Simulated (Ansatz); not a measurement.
## Carriers in Mg$_{2}$Si (Fm-3m)

```
Mg Si
1.0
     0.00000    3.13006    3.13006
     3.13006    0.00000    3.13006
     3.13006    3.13006    0.00000
Mg Si
2 1
Direct
  0.25000 0.25000 0.25000
  0.75000 0.75000 0.75000
  0.00000 0.00000 0.00000
```

The conventional cell has a = 6.260 Å, b = 6.260 Å, c = 6.260 Å, α = 90.00°, β = 90.00°, γ = 90.00°. Around Mg (atom 1) lie 4 Si at 2.71 Å. Around Si (atom 3) lie 8 Mg at 2.71 Å.

Computed, not measured; unless marked otherwise by LDA, all-electron LAPW in Ansatz 0.2.0, scalar-relativistic. k mesh 10×10×10, Fermi-Dirac smearing of 0.080 eV, basis error target 1 meV/atom. The cell was relaxed by PAW under this functional, which moved its volume by -6 % from the database entry's.

Extrema are searched on a 12×12×12 mesh and refined by Newton steps; masses come from band slopes 0.005 Å⁻¹ away, 1/m* = (1/ħ²) d²E/dk², negative for holes (the finite step makes the lightest masses up to about 3 % heavy). k is in units of the reciprocal vectors.

(1) Where are the band edges, and is the gap direct?

(2) What are the electron masses at the edge?

(3) Several bands lie at or near the hole edge, or its surface isn't an ellipsoid. What are the masses by direction?

(4) Along the Cartesian direction 11-2 the conduction slope is 0.182 eV·Å one step out. What is it four steps out, and what does that say?

(5) What gap does PAW give in the same cell?

Results:

(1) The valence maximum lies at Gamma (0.000, 0.000, 0.000) and the conduction minimum at X (0.000, -0.500, -0.500), so the Kohn-Sham gap of 0.119 eV is indirect; the least direct gap on the mesh is 1.989 eV.

(2) The principal masses are 0.185, 0.185, 0.582 mₑ. One valley has a density-of-states mass (m₁m₂m₃)^(1/3) = 0.271; 3 valleys give N^(2/3) times that, 0.564; the direction-averaged conductivity mass 3/Σ(1/mᵢ) is 0.24 mₑ.

(3) 

```csv
direction,branch from the edge,its level at the point (eV from the edge),m*/mₑ
100,1,0.000,-0.34
100,2,0.000,-0.34
100,3,0.000,-0.151
110,1,0.000,-9.29
110,2,0.000,-0.34
110,3,0.000,-0.106
111,1,0.000,-0.951
111,2,0.000,-0.951
111,3,0.000,-0.0962
11-2,1,0.000,-1.18
11-2,2,0.000,-0.501
11-2,3,0.000,-0.103
```

(4) 0.7055 eV·Å, 3.875 times the first; a parabola would give 4, so the band flattens (non-parabolic).

(5) 0.117 eV, -2 meV from the LAPW value.

Keep in mind: semilocal gaps are low, and what follows the gap (onsets, screening, light masses) shifts with it; without spin-orbit coupling, bands that meet at the valence top are not the light and heavy holes of experiment; the frozen-core PAW files of the compared runs were fitted under PBE, their cores solved anew for this functional.
